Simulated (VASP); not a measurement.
A run of VASP 6.6.1 is set up as follows.

Contents of POSCAR:

```
ZrSe2                                   
1.0
    3.7403502372      0.0000000000     -0.0000000000
   -1.8701751186      3.2392383245     -0.0000000000
    0.0000000000     -0.0000000000      6.0280665154
  Zr              Se            
     1     2
Direct
     0.0000000000000000    0.0000000000000000    0.0000000000000000
     0.3333333332999970    0.6666666667000030    0.2649979776188097
     0.6666666667000030    0.3333333332999970    0.7350020223811904
```

File INCAR.step1:

```
SYSTEM = ZrSe2
PREC = Accurate
ENCUT = 520
EDIFF = 1E-5
ISMEAR = 0
SIGMA = 0.03
LREAL = .FALSE.
LASPH = .TRUE.
NELM = 80
ALGO = Normal
LWAVE = .TRUE.
LCHARG = .FALSE.
KPAR = 4
GGA = PE
```

INCAR.step2

```
SYSTEM = ZrSe2
PREC = Accurate
ENCUT = 520
EDIFF = 1E-6
ISMEAR = 0
SIGMA = 0.03
LREAL = .FALSE.
LASPH = .TRUE.
NELM = 80
ALGO = Normal
ISIF = 3
LWAVE = .FALSE.
LCHARG = .FALSE.
GGA = PE
LHFCALC = .TRUE.
HFSCREEN = 0.2
PRECFOCK = Fast
IBRION = 2
NSW = 25
EDIFFG = -0.01
KPAR = 4
ISTART = 1
```

KPOINTS

```
Automatic mesh
0
G
  6 6 3
  0 0 0
```

Potentials or basis: VASP PAW PBE potentials, release 64 (Zr_sv, Se).

The run is started by

```sh
$ cat potpaw_PBE.64/Zr_sv/POTCAR potpaw_PBE.64/Se/POTCAR > POTCAR
$ cp INCAR.step1 INCAR
$ mpirun -np 4 vasp_std > vasp.out
$ cp INCAR.step2 INCAR
$ mpirun -np 4 vasp_std > vasp.out
```

(1) Predict the relaxed cell.

(2) Predict the band gap on the k mesh.

Results:

(1) a = 3.796 Å, b = 3.796 Å, c = 6.741 Å, α = 90.00°, β = 90.00°, γ = 120.00°.

(2) 1.20 eV, indirect (least direct gap 1.90 eV).

Caveat: an odd mesh through Γ misses points on the zone boundary, where band edges often lie.
